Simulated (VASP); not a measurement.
# AlRu (Pm-3m) in VASP: single point with PBE

Aim: the single point of AlRu with PBE.

Program: VASP 6.6.1. These are calculated values, not measurements. Logs are shortened: lines on timing, memory, paths and dates and some standing lists are left out, and cuts for length are marked.

**1. The structure**

It takes space group Pm-3m (No. 221, cubic). Conventional cell: a = 2.992 Å, b = 2.992 Å, c = 2.992 Å, α = 90.00°, β = 90.00°, γ = 90.00°. Ru (site symmetry m-3m) is surrounded by 8 Al at 2.59 Å. Al (site symmetry m-3m) has 8 Ru at 2.59 Å as nearest neighbours.

**2. Single point, PBE, spin-orbit coupling, no magnetisation**

The input, run.py:

```python
from ase.calculators.vasp import Vasp
from ase.dft.bandgap import bandgap
from ase.io import read

atoms = read('AlRu.cif')
calc = Vasp(
    directory='calc',
    xc='pbe',
    pp='PBE',
    setups='recommended',
    prec='Accurate',
    encut=520,
    ediff=1e-07,
    ismear=1,
    sigma=0.2,
    lreal=False,
    lasph=True,
    nelm=80,
    algo='Normal',
    isif=2,
    lwave=False,
    lcharg=False,
    lorbit=11,
    lsorbit=True,
    gga_compat=False,
    lmaxmix=4,
    kpts=[7, 7, 7],
    gamma=True,
)
atoms.calc = calc

print('energy (eV):', atoms.get_potential_energy())
print('free energy (eV):', atoms.get_potential_energy(force_consistent=True))
print('forces (eV/A):')
print(atoms.get_forces())
print('stress (eV/A^3, Voigt):', atoms.get_stress())
print('Fermi level (eV):', calc.get_fermi_level())
gap, top, bottom = bandgap(calc)
print('band gap (eV):', gap, 'from (spin, k, band)', top, 'to', bottom)
```

The input, AlRu.cif:

```cif
data_AlRu
_cell_length_a 2.99160000
_cell_length_b 2.99160000
_cell_length_c 2.99160000
_cell_angle_alpha 90.00000000
_cell_angle_beta 90.00000000
_cell_angle_gamma 90.00000000
_space_group_name_H-M_alt 'P1'
_space_group_name_Hall 'P 1'
_space_group_IT_number 1
loop_
_space_group_symop_operation_xyz
'x,y,z'
loop_
_atom_site_label
_atom_site_type_symbol
_atom_site_symmetry_multiplicity
_atom_site_Wyckoff_symbol
_atom_site_fract_x
_atom_site_fract_y
_atom_site_fract_z
_atom_site_occupancy
Ru1 Ru 1 a 0.5000000000 0.5000000000 0.5000000000 1
Al1 Al 1 a 0.0000000000 0.0000000000 0.0000000000 1
```

Potentials or basis: VASP PAW PBE potentials, release 64 (Ru_pv, Al).

On the command line:

```console
> python run.py
```

What it wrote:

```text
energy (eV): -14.39975503
free energy (eV): -14.40110169
forces (eV/A):
[[0. 0. 0.]
 [0. 0. 0.]]
stress (eV/A^3, Voigt): [-1.59768370e-02 -1.59768370e-02 -1.59768370e-02  3.41566587e-07
  3.49536994e-07  3.41566587e-07]
Fermi level (eV): 10.73696948
band gap (eV): 0.0 from (spin, k, band) (None, None, None) to (None, None, None)
```

OUTCAR:

```text
ENCUT = 520.000000
   EDIFF = 1.00e-07
   GGA = PE
   PREC = Accurate
   ISIF = 2
   ISMEAR = 1
   LORBIT = 11
   NELM = 80
   LASPH = .TRUE.
   LSORBIT = .TRUE.
   LREAL = .FALSE.

 ion  position               nearest neighbor table
   1  0.500  0.500  0.500-   2 2.59   2 2.59   2 2.59   2 2.59   2 2.59   2 2.59   2 2.59   2 2.59

   2  0.000  0.000  0.000-   1 2.59   1 2.59   1 2.59   1 2.59   1 2.59   1 2.59   1 2.59   1 2.59

  LATTYP: Found a simple cubic cell.
 ALAT       =     2.9916000000

  Lattice vectors:

 A1 = (   2.9916000000,   0.0000000000,   0.0000000000)
 A2 = (   0.0000000000,   2.9916000000,   0.0000000000)
 A3 = (   0.0000000000,   0.0000000000,   2.9916000000)

Analysis of symmetry for initial positions (statically):
=====================================================================
 Subroutine PRICEL returns:
 Original cell was already a primitive cell.

 Routine SETGRP: Setting up the symmetry group for a
 simple cubic supercell.

 Subroutine GETGRP returns: Found 48 space group operations
 (whereof 48 operations were pure point group operations)
 out of a pool of 48 trial point group operations.

The static configuration has the point symmetry O_h .

Analysis of symmetry for dynamics (positions and initial velocities):
=====================================================================
 Subroutine PRICEL returns:
 Original cell was already a primitive cell.

 Routine SETGRP: Setting up the symmetry group for a
 simple cubic supercell.

 Subroutine GETGRP returns: Found 48 space group operations
 (whereof 48 operations were pure point group operations)
 out of a pool of 48 trial point group operations.

The dynamic configuration has the point symmetry O_h .

Analysis of structural, dynamic, and magnetic symmetry:
=====================================================================
 Subroutine PRICEL returns:
 Original cell was already a primitive cell.

 Routine SETGRP: Setting up the symmetry group for a
 simple cubic supercell.

 Subroutine GETGRP returns: Found  6 space group operations
 (whereof  6 operations were pure point group operations)
 out of a pool of 48 trial point group operations.

The overall configuration has the point symmetry S_6 .

 Subroutine INISYM returns: Found  6 space group operations
 (whereof  6 operations are pure point group operations),
 and found     1 'primitive' translations

----------------------------------------------------------------------------------------

                                     Primitive cell

  volume of cell :      26.7738

  direct lattice vectors                    reciprocal lattice vectors
     2.991600000  0.000000000  0.000000000     0.334269287  0.000000000  0.000000000
     0.000000000  2.991600000  0.000000000     0.000000000  0.334269287  0.000000000
     0.000000000  0.000000000  2.991600000     0.000000000  0.000000000  0.334269287

  length of vectors
     2.991600000  2.991600000  2.991600000     0.334269287  0.334269287  0.334269287

  position of ions in fractional coordinates (direct lattice)
[... 126 lines left out ...]
  free energy    TOTEN  =       -14.40110169 eV

  energy without entropy =      -14.39706172  energy(sigma->0) =      -14.39975503

 E-fermi :  10.7370     XC(G=0): -12.5657

 val. band max:       10.7052497054   @ k =   0.4286   0.4286   0.1429
 cond. band min:      10.7779034868   @ k =   0.0000   0.1429   0.4286
 fundamental gap:      0.0726537815
 Fermi energy:        10.7369694801

 k-point     1 :       0.0000    0.0000    0.0000
  band No.  band energies     occupation
      1     -33.2601      1.00000
      2     -33.2600      1.00000
      3     -29.9725      1.00000
      4     -29.9725      1.00000
      5     -29.9724      1.00000
      6     -29.9724      1.00000
[... 685 lines left out ...]
     25      22.8887      0.00000
     26      22.8930      0.00000

 [... further k-points ...]

------------------------ aborting loop because EDIFF is reached ----------------------------------------

  FORCE on cell =-STRESS in cart. coord.  units (eV):
  Direction    XX          YY          ZZ          XY          YZ          ZX
  --------------------------------------------------------------------------------------
  -------------------------------------------------------------------------------------
  Total        0.4277610      0.4277610      0.4277610     -0.0000094     -0.0000094     -0.0000094
  in kB       25.5977147     25.5977147     25.5977147     -0.0005600     -0.0005600     -0.0005600
  external PRESSURE =      25.5977147 kB  Pullay stress =       0.0000000 kB

 VOLUME and BASIS-vectors are now :
 -----------------------------------------------------------------------------
  energy-cutoff  :      520.00
  volume of cell :       26.77
      direct lattice vectors                 reciprocal lattice vectors
     2.991600000  0.000000000  0.000000000     0.334269287  0.000000000  0.000000000
     0.000000000  2.991600000  0.000000000     0.000000000  0.334269287  0.000000000
     0.000000000  0.000000000  2.991600000     0.000000000  0.000000000  0.334269287

 POSITION                                       TOTAL-FORCE (eV/Angst)
 -----------------------------------------------------------------------------------
      1.49580      1.49580      1.49580         0.000000      0.000000      0.000000
      0.00000      0.00000      0.00000         0.000000      0.000000      0.000000
 -----------------------------------------------------------------------------------
    total drift:                                0.000000     -0.000000     -0.000000

  FREE ENERGIE OF THE ION-ELECTRON SYSTEM (eV)
  ---------------------------------------------------
  free  energy   TOTEN  =       -14.4011016917 eV

  energy  without entropy=      -14.3970617184  energy(sigma->0) =      -14.39975503

 Spin-Orbit-Coupling matrix elements

 Ion:    1  E_soc:     -0.2673875
 l=   1
     0.0000000    -0.0372345    -0.0372345
    -0.0372345     0.0000000    -0.0372345
    -0.0372345    -0.0372345     0.0000000
 l=   2
     0.0000000    -0.0019705     0.0000000    -0.0019705    -0.0053595
    -0.0019705     0.0000000    -0.0040196    -0.0019705    -0.0013399
     0.0000000    -0.0040196     0.0000000    -0.0040196     0.0000000
    -0.0019705    -0.0019705    -0.0040196     0.0000000    -0.0013399
    -0.0053595    -0.0013399     0.0000000    -0.0013399     0.0000000
 l=   3
     0.0000000     0.0000000     0.0000000     0.0000000     0.0000000     0.0000000     0.0000000
     0.0000000     0.0000000     0.0000000     0.0000000     0.0000000     0.0000000     0.0000000
     0.0000000     0.0000000     0.0000000     0.0000000     0.0000000     0.0000000     0.0000000
     0.0000000     0.0000000     0.0000000     0.0000000     0.0000000     0.0000000     0.0000000
     0.0000000     0.0000000     0.0000000     0.0000000     0.0000000     0.0000000     0.0000000
     0.0000000     0.0000000     0.0000000     0.0000000     0.0000000     0.0000000     0.0000000
     0.0000000     0.0000000     0.0000000     0.0000000     0.0000000     0.0000000     0.0000000

 Ion:    2  E_soc:     -0.0002309
 l=   1
     0.0000000    -0.0000385    -0.0000385
    -0.0000385     0.0000000    -0.0000385
    -0.0000385    -0.0000385     0.0000000
 l=   2
     0.0000000     0.0000000     0.0000000     0.0000000     0.0000000
     0.0000000     0.0000000     0.0000000     0.0000000     0.0000000
     0.0000000     0.0000000     0.0000000     0.0000000     0.0000000
     0.0000000     0.0000000     0.0000000     0.0000000     0.0000000
     0.0000000     0.0000000     0.0000000     0.0000000     0.0000000
 l=   3
     0.0000000     0.0000000     0.0000000     0.0000000     0.0000000     0.0000000     0.0000000
     0.0000000     0.0000000     0.0000000     0.0000000     0.0000000     0.0000000     0.0000000
     0.0000000     0.0000000     0.0000000     0.0000000     0.0000000     0.0000000     0.0000000
     0.0000000     0.0000000     0.0000000     0.0000000     0.0000000     0.0000000     0.0000000
     0.0000000     0.0000000     0.0000000     0.0000000     0.0000000     0.0000000     0.0000000
     0.0000000     0.0000000     0.0000000     0.0000000     0.0000000     0.0000000     0.0000000
     0.0000000     0.0000000     0.0000000     0.0000000     0.0000000     0.0000000     0.0000000

 total charge

# of ion       s       p       d       tot
------------------------------------------
    1        0.337   6.246   6.209  12.791
    2        0.392   0.418   0.000   0.810
--------------------------------------------------
tot          0.728   6.664   6.209  13.601

 magnetization (x)

# of ion       s       p       d       tot
------------------------------------------
    1       -0.000  -0.000  -0.000  -0.000
    2       -0.000  -0.000   0.000  -0.000
--------------------------------------------------
tot         -0.000  -0.000  -0.000  -0.000

 magnetization (y)

# of ion       s       p       d       tot
------------------------------------------
    1       -0.000  -0.000  -0.000  -0.000
    2       -0.000  -0.000   0.000  -0.000
--------------------------------------------------
tot         -0.000  -0.000  -0.000  -0.000

 magnetization (z)

# of ion       s       p       d       tot
------------------------------------------
    1       -0.000  -0.000  -0.000  -0.000
    2       -0.000  -0.000   0.000  -0.000
--------------------------------------------------
tot         -0.000  -0.000  -0.000  -0.000
```

INCAR:

```text
ENCUT = 520.000000
SIGMA = 0.200000
EDIFF = 1.00e-07
ALGO = Normal
GGA = PE
PREC = Accurate
ISIF = 2
ISMEAR = 1
LMAXMIX = 4
LORBIT = 11
NELM = 80
LASPH = .TRUE.
LCHARG = .FALSE.
LWAVE = .FALSE.
LSORBIT = .TRUE.
GGA_COMPAT = .FALSE.
LREAL = .FALSE.
```

Run time: 44 s. Hardware: 1 thread of Intel Xeon Platinum 8488C (Sapphire Rapids), shared host; peak memory 0.23 GiB.

Results:

```yaml
Free_energy: -14.4011 eV
Pressure: 2.6 GPa
Valence_electrons_inside_the_program's_atomic_spheres: Ru 12.79; Al 0.81
```
